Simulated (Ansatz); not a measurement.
**CO2 with an O vacancy, one structure, two calculations**

Cell: a supercell of CO2 (space group Pa-3) built from a computed structure from the Materials Project (it need not be an observed phase), with the ions relaxed around the defect (PBE).

Space group R3:H (No. 146); a = 15.5481, c = 9.5212 Å, γ = 120.00°.

```
site  Wyckoff  site symmetry       x       y       z
  C1       3a             3.  0.0000  0.0000  0.0255
  C2       9b              1  0.6664  0.8340  0.3328
  C5       9b              1  0.9157  0.8349  0.3263
  C6       9b              1  0.9194  0.3340  0.3318
  C7       9b              1  0.0838  0.1654  0.6675
  C8       9b              1  0.4165  0.3332  0.3355
 O17       9b              1  0.6689  0.8358  0.4556
 O20       9b              1  0.0017  0.1221  0.6274
 O21       9b              1  0.3348  0.2917  0.2936
 O22       9b              1  0.8328  0.7912  0.2901
 O23       9b              1  0.8374  0.2924  0.2913
 O32       3a             3.  0.0000  0.0000  0.9066
 O33       9b              1  0.3306  0.1656  0.5434
 O36       9b              1  0.9987  0.8788  0.3624
 O37       9b              1  0.0014  0.3756  0.3721
 O38       9b              1  0.1658  0.2085  0.7078
 O39       9b              1  0.4981  0.3748  0.3774
```

One atom of each set is listed; the run and its k-mesh use a cell of 47 atoms with edges of 9.52, 9.52, 9.52 Å.

First run. Computed with Ansatz: DFT, PBE, plane waves and PAW, scalar-relativistic, 420 eV cutoff, Γ-centred 3×3×3 k-points, Fermi–Dirac smearing 0.01 eV, cell charge +2.

| site | V_zz (10²¹ V/m²) | η |
| --- | --- | --- |
| C1 | -8.32 | 0.00 |
| C2 | -2.94 | 0.00 |
| C5 | -2.93 | 0.00 |
| C6 | -2.93 | 0.00 |
| C7 | -2.93 | 0.00 |
| C8 | -2.93 | 0.01 |
| O17 | 6.37 | 0.08 |
| O20 | 6.40 | 0.06 |
| O21 | 6.34 | 0.10 |
| O22 | 6.42 | 0.08 |
| O32 | -5.11 | 0.00 |
| O33 | 6.34 | 0.09 |
| O36 | 6.39 | 0.06 |
| O38 | 6.41 | 0.08 |

Second run. The same atoms and settings, except that the functional is r2SCAN and the cutoff is 500 eV.

Q: What does the second run give?

A: 

```tsv
site	V_zz	η	change of V_zz
C1	-8.78	0.00	-0.46
C2	-3.56	0.00	-0.62
C5	-3.56	0.00	-0.63
C6	-3.55	0.00	-0.62
C7	-3.55	0.00	-0.62
C8	-3.55	0.00	-0.62
O17	6.90	0.09	+0.53
O20	6.92	0.06	+0.52
O21	6.86	0.10	+0.52
O22	6.95	0.08	+0.53
O32	-5.04	0.00	+0.07
O33	6.87	0.10	+0.53
O36	6.91	0.06	+0.52
O38	6.93	0.08	+0.52
```

The largest change of V_zz is on C5, from -2.93 to -3.56. In per cent, |V_zz| changes by +5 to +21 on C, -1 to +8 on O (all sites that start above 2). The table leaves out 3 of the 17 sites, with |V_zz| up to 6.90; their tensors move by 0.52 at most along any direction. The statements above cover all sites.

The run isn't spin-polarised, and a state with spin may lie lower. The defect repeats with the cell of 47 atoms, so it feels its images: sites between two images don't show the values beside a lone defect, and zeros or small values of η there can come from the images' arrangement. C and O carry a gradient in the pure host already, so the values there aren't the defect's effect alone. The relaxation keeps the symmetry of the vacancy's site, so distortions that break it, Jahn–Teller ones too, aren't explored. A uniform background compensates the cell's charge. The defect cell has no gap above 0.1 eV on its mesh, so the values can hang on the smearing and the k-mesh.
